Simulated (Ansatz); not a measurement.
Bi₂Te₃, one cell by several methods

```
Bi Te
1.0
     2.32072    1.39663    9.98151
    -2.09628    1.35246    9.93734
     0.07397   -2.45069    9.92117
Bi Te
2 3
Direct
  0.81200 0.81200 0.81200
  0.40200 0.40200 0.40200
  0.61100 0.61100 0.61100
  0.20000 0.20000 0.20000
  0.00000 0.00000 0.00000
```

Atoms are numbered in the order listed.

The geometry is COD entry 9012858, unchecked; take it as a test cell. The listed cell was then made from it by scaling, straining or moving an atom.

Spin–orbit coupling is left out, though it moves levels of the heavy atoms by tenths of an eV or more.

All numbers are computed: DFT, PBE, PAW with Ansatz's default frozen-core files, scalar-relativistic (Ansatz 0.2.0); DFT, PBE, all-electron PAW with datasets made for the crystal, scalar-relativistic (Ansatz 0.2.0); DFT, PBE, all-electron LAPW, scalar-relativistic (Ansatz 0.2.0).

For PAW: a Γ-centred 8×8×8 k mesh, Fermi–Dirac smearing of 0.08 eV, cutoff 420 eV, no spin polarisation. The crystal-made all-electron datasets (AE datasets) take a cutoff of 240 eV at this cell. LAPW targets a basis error of 1 meV/atom. The Ansatz runs share mesh, smearing and spin set-up. Plane-wave (PAW) pressures include the program's estimate of the Pulay term.

Stress and pressure are positive in compression.

The change that made this cell: equal xy, yz and zx engineering shear strains of +2 %.

| quantity | PAW | AE datasets | LAPW |
| --- | --- | --- | --- |
| pressure (GPa) | 1.71 | 1.72 | 1.72 |
| stress xx (GPa) | 2.42 | 2.43 | 2.43 |
| stress yy (GPa) | 1.60 | 1.61 | 1.61 |
| stress zz (GPa) | 1.10 | 1.11 | 1.11 |
| stress yz (GPa) | -0.74 | -0.74 | -0.74 |
| stress xz (GPa) | -0.34 | -0.34 | -0.34 |
| force on Bi1, z (eV/Å) | -0.859 | -0.860 | -0.860 |
| force on Bi2, z (eV/Å) | -0.421 | -0.421 | -0.421 |
| force on Te3, z (eV/Å) | -0.716 | -0.716 | -0.716 |
| force on Te4, z (eV/Å) | 0.800 | 0.801 | 0.801 |
